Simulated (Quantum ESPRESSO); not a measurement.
Set up this calculation in Quantum ESPRESSO 7.5, as the native input.

| Quantity | Value |
| --- | --- |
| Task | band structure |
| Functional | PBE |
| Potentials or basis | PseudoDojo 0.4.1 SR PBE standard |
| Cutoff | 1143 eV |
| Density cutoff | 4572 eV |
| k mesh | 11 × 11 × 11 |
| Occupations | fermi-dirac, width 0.05 eV |
| Spin | no spin polarisation |
| Mixing beta | 0.5 |
| Most SCF iterations | 120 |
| SCF threshold | 2e-10 Ry |

Ti:

```
CELL_PARAMETERS angstrom
-1.64100 1.64100 1.64100
1.64100 -1.64100 1.64100
1.64100 1.64100 -1.64100
ATOMIC_POSITIONS crystal
Ti 0.00000 0.00000 0.00000
```

This isn't the form of Ti at room conditions, which is hcp.

The input as run:

pw.in

```
&CONTROL
  calculation = 'scf'
  prefix = 'pwscf'
  outdir = './tmp'
  pseudo_dir = './pseudo'
  tprnfor = .true.
  tstress = .true.
  disk_io = 'low'
/
&SYSTEM
  ibrav = 0
  A = 2.84229538
  nat = 1
  ntyp = 1
  ecutwfc = 84
  nbnd = 12
  occupations = 'smearing'
  smearing = 'fd'
  degauss = 0.00367493
/
&ELECTRONS
  conv_thr = 2d-10
  electron_maxstep = 120
  mixing_beta = 0.5
/
ATOMIC_SPECIES
Ti    47.8670 Ti.upf
CELL_PARAMETERS alat
  -0.5773502682    0.5773502682    0.5773502682
   0.5773502682   -0.5773502682    0.5773502682
   0.5773502682    0.5773502682   -0.5773502682
ATOMIC_POSITIONS alat
Ti     0.0000000000    0.0000000000    0.0000000000
K_POINTS automatic
11 11 11 0 0 0
```

bands.in

```
&CONTROL
  calculation = 'bands'
  prefix = 'pwscf'
  outdir = './tmp'
  pseudo_dir = './pseudo'
  disk_io = 'low'
  verbosity = 'high'
/
&SYSTEM
  ibrav = 0
  A = 2.84229538
  nat = 1
  ntyp = 1
  ecutwfc = 84
  nbnd = 12
  occupations = 'smearing'
  smearing = 'fd'
  degauss = 0.00367493
/
&ELECTRONS
  conv_thr = 1d-08
  electron_maxstep = 120
  mixing_beta = 0.5
  diago_full_acc = .true.
/
ATOMIC_SPECIES
Ti    47.8670 Ti.upf
CELL_PARAMETERS alat
  -0.5773502682    0.5773502682    0.5773502682
   0.5773502682   -0.5773502682    0.5773502682
   0.5773502682    0.5773502682   -0.5773502682
ATOMIC_POSITIONS alat
Ti     0.0000000000    0.0000000000    0.0000000000
K_POINTS crystal
60
 0.0000000000  0.0000000000  0.0000000000 1
 0.0416666667 -0.0416666667  0.0416666667 1
 0.0833333333 -0.0833333333  0.0833333333 1
 0.1250000000 -0.1250000000  0.1250000000 1
 0.1666666667 -0.1666666667  0.1666666667 1
 0.2083333333 -0.2083333333  0.2083333333 1
 0.2500000000 -0.2500000000  0.2500000000 1
 0.2916666667 -0.2916666667  0.2916666667 1
 0.3333333333 -0.3333333333  0.3333333333 1
 0.3750000000 -0.3750000000  0.3750000000 1
 0.4166666667 -0.4166666667  0.4166666667 1
 0.4583333333 -0.4583333333  0.4583333333 1
 0.5000000000 -0.5000000000  0.5000000000 1
 0.4375000000 -0.4375000000  0.5000000000 1
 0.3750000000 -0.3750000000  0.5000000000 1
 0.3125000000 -0.3125000000  0.5000000000 1
 0.2500000000 -0.2500000000  0.5000000000 1
 0.1875000000 -0.1875000000  0.5000000000 1
 0.1250000000 -0.1250000000  0.5000000000 1
 0.0625000000 -0.0625000000  0.5000000000 1
 0.0000000000  0.0000000000  0.5000000000 1
 0.0000000000  0.0000000000  0.4444444444 1
 0.0000000000  0.0000000000  0.3888888889 1
 0.0000000000  0.0000000000  0.3333333333 1
 0.0000000000  0.0000000000  0.2777777778 1
 0.0000000000  0.0000000000  0.2222222222 1
 0.0000000000  0.0000000000  0.1666666667 1
 0.0000000000  0.0000000000  0.1111111111 1
 0.0000000000  0.0000000000  0.0555555556 1
 0.0000000000  0.0000000000  0.0000000000 1
 0.0227272727  0.0227272727  0.0227272727 1
 0.0454545455  0.0454545455  0.0454545455 1
 0.0681818182  0.0681818182  0.0681818182 1
 0.0909090909  0.0909090909  0.0909090909 1
 0.1136363636  0.1136363636  0.1136363636 1
 0.1363636364  0.1363636364  0.1363636364 1
 0.1590909091  0.1590909091  0.1590909091 1
 0.1818181818  0.1818181818  0.1818181818 1
 0.2045454545  0.2045454545  0.2045454545 1
 0.2272727273  0.2272727273  0.2272727273 1
 0.2500000000  0.2500000000  0.2500000000 1
 0.2708333333  0.1875000000  0.2708333333 1
 0.2916666667  0.1250000000  0.2916666667 1
 0.3125000000  0.0625000000  0.3125000000 1
 0.3333333333  0.0000000000  0.3333333333 1
 0.3541666667 -0.0625000000  0.3541666667 1
 0.3750000000 -0.1250000000  0.3750000000 1
 0.3958333333 -0.1875000000  0.3958333333 1
 0.4166666667 -0.2500000000  0.4166666667 1
 0.4375000000 -0.3125000000  0.4375000000 1
 0.4583333333 -0.3750000000  0.4583333333 1
 0.4791666667 -0.4375000000  0.4791666667 1
 0.5000000000 -0.5000000000  0.5000000000 1
 0.2500000000  0.2500000000  0.2500000000 1
 0.2083333333  0.2083333333  0.2916666667 1
 0.1666666667  0.1666666667  0.3333333333 1
 0.1250000000  0.1250000000  0.3750000000 1
 0.0833333333  0.0833333333  0.4166666667 1
 0.0416666667  0.0416666667  0.4583333333 1
 0.0000000000  0.0000000000  0.5000000000 1
```

Potentials or basis: PseudoDojo 0.4.1 SR PBE standard.

Run with:

```console
$ OMP_NUM_THREADS=1 pw.x -in pw.in > pw.out
$ OMP_NUM_THREADS=1 pw.x -in bands.in > bands.out
```

Results of the run:

* Pressure: -2.4 GPa
* Band gap on the k mesh: none (metal or under the smearing width)

Run time: 14 s on 1 thread of AMD EPYC 7B13 (Zen 3) (shared host), peak memory 0.09 GiB.
